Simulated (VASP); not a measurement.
Set up this calculation in VASP 6.6.1, as the native input.

```
Task                   : single point
Functional             : PBE
Potentials or basis    : VASP PAW PBE potentials, release 64 (Ni)
Cutoff                 : 520 eV
k mesh                 : 15 × 15 × 10
Occupations            : gaussian, width 0.1 eV
Spin                   : no spin polarisation
Dipole correction      : no
Further INCAR settings : ALGO = Fast; EDIFF = 1e-07; NBANDS = 28
```

The structure of Ni lies in POSCAR:

```
Ni
1.0
    3.8618826131      0.0000000000      0.0000000000
   -1.9309413065      3.3444884494      0.0000000000
    0.0000000000      0.0000000000      4.3322146309
Ni
4
Direct
    0.0000000000      0.0000000000      0.2500000000
    0.0000000000      0.0000000000      0.7500000000
    0.3333333333      0.6666666667      0.7500000000
    0.6666666667      0.3333333333      0.2500000000
```

The cell was built by a generator and needn't be a form met in nature.

The input as run:

INCAR

```
SYSTEM = Ni
ALGO = Fast
EDIFF = 1E-7
ENCUT = 520
GGA = PE
ISIF = 2
ISMEAR = 0
LASPH = .True.
LCHARG = .False.
LREAL = .False.
LWAVE = .False.
NBANDS = 28
NELM = 100
PREC = Accurate
SIGMA = 0.1
```

KPOINTS

```
k-points
0
Gamma
  15 15 10
  0 0 0
```

Potentials or basis: VASP PAW PBE potentials, release 64 (Ni).

Launch:

```console
$ cat potpaw_PBE.64/Ni/POTCAR > POTCAR
$ mpirun -np 1 vasp_std > vasp.out
```

It gave:

| Item | Value |
| --- | --- |
| Pressure | 0.0 GPa |
| Band gap on the k mesh | none (metal or under the smearing width) |

Caveat: the run has no spin polarisation, though such a crystal can be magnetic.

It took 4.2 min on 1 thread of Intel(R) Xeon(R) Platinum 8488C (Sapphire Rapids), with other jobs on the host, peak memory 0.3 GiB.
